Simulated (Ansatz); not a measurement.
SiO2: an elastic constant from a strain scan

Theory: DFT PBEsol, scalar-relativistic, plane waves, PAW in Ansatz. Cutoff 420 eV, Γ-centred 6×6×4 k-points, Gaussian smearing of 0.05 eV. No spin polarisation. Energies are free energies at this smearing, counted from the undisturbed cell; pressure is positive in compression.

The starting cell (relaxed at this level; this form isn't the usual structure):

```xyz
9
Lattice="5.0802 0.0000 0.0000 -2.5401 4.3996 0.0000 0.0000 0.0000 5.5584" Properties=species:S:1:pos:R:3 pbc="T T T"
Si   -1.2701    2.1998    1.8528
Si    1.2701    2.1998    3.7056
Si    2.5401    0.0000    0.0000
O     0.9570    3.4856    4.6320
O     2.5401    2.5716    2.7792
O     3.4971    0.9140    0.9264
O     1.5831    0.9140    4.6320
O     0.0000    1.8280    2.7792
O    -0.9570    3.4856    0.9264
```

The cell is strained by ε times the Voigt pattern (1, 1, 0, 0, 0, 0) (xx, yy, zz, yz, xz, xy; engineering shear) with fractional coordinates fixed. The cell holds 9 atoms in V0 = 124.23 Å³. The stress column is τ = (1/V0) dE/dε, got from the stress tensor σ (compression positive) at each point as −det(1 + εP) σ : P(1 + εP)⁻¹, with P the pattern as a tensor.

| ε | ΔE (meV/atom) | τ (GPa) |
| --- | --- | --- |
| -0.0600 | 132.034 | -54.021 |
| -0.0450 | 72.187 | -38.827 |
| -0.0300 | 31.141 | -24.811 |
| -0.0150 | 7.562 | -11.889 |
| 0.0000 | 0.000 | 0.000 |
| 0.0150 | 7.115 | 10.917 |
| 0.0300 | 27.803 | 20.928 |
| 0.0450 | 60.837 | 30.080 |
| 0.0525 | 81.653 | 34.348 |
| 0.0600 | ? | ? |

Question: Which combination of elastic constants does this scan measure, and how large is it?

Answer: For small ε, τ = τ0 + Kε with K = pᵀCp, which for this pattern is C11 + C22 + 2 C12 in the Cartesian frame shown. The parabola through τ at ε = -0.0150, 0 and 0.0150 has slope K = 760 GPa at zero. The energies per cell, E = NΔE, of the same two points give K = 2[E(ε₊)/ε₊ − E(ε₋)/ε₋]/[(ε₊ − ε₋)V0] = 757 GPa, in agreement. These are clamped-ion values.

Question: Predict the withheld row at ε = 0.0600 from the harmonic law, and compare.

Answer: ΔE = V0(τ0 ε + Kε²/2)/N = 117.892 meV/atom and τ = 45.61 GPa. The calculation gives 105.196 meV/atom and 38.42 GPa: the energy lies 11 % below the harmonic value, as bonds soften when stretched.

Forces appear on the atoms along this scan, and letting them relax would lower the energy and soften the response.

Cost: 10 runs of about 0.94 core-minutes in all, on Intel Xeon (Ice Lake) (shared hosts).